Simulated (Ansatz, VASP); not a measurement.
# GaP in VASP and in Ansatz

```
CELL_PARAMETERS angstrom
0.00000 2.37247 2.37247
2.37247 0.00000 2.37247
2.37247 2.37247 0.00000
ATOMIC_POSITIONS crystal
Ga 0.00000 0.00000 0.00000
P 0.25000 0.25000 0.25000
```

Change from the starting cell: volume scaled by 0.64, LAPW.

Alike in both runs: task single point; functional PBE; k mesh 12 × 12 × 12; occupations fermi-dirac, width 0.1 eV; no spin polarisation.

```csv
,VASP,Ansatz
version,VASP 6.6.1,Ansatz 0.2.0
potentials or method,"VASP PAW PBE potentials, release 64 (Ga_d, P), cutoff 520 eV","all-electron LAPW, scalar-relativistic"
```

```tsv
	VASP	Ansatz	Ansatz less VASP
pressure (GPa)	89.0	89.6	+0.60
```

Ansatz ran all-electron here, so the differences hold the error of VASP's frozen core and of both bases.

Caveats: the cell as given lies far from equilibrium; so large a pressure means that the cell lies far from this level's equilibrium, or that cutoff or potentials fall short (VASP).
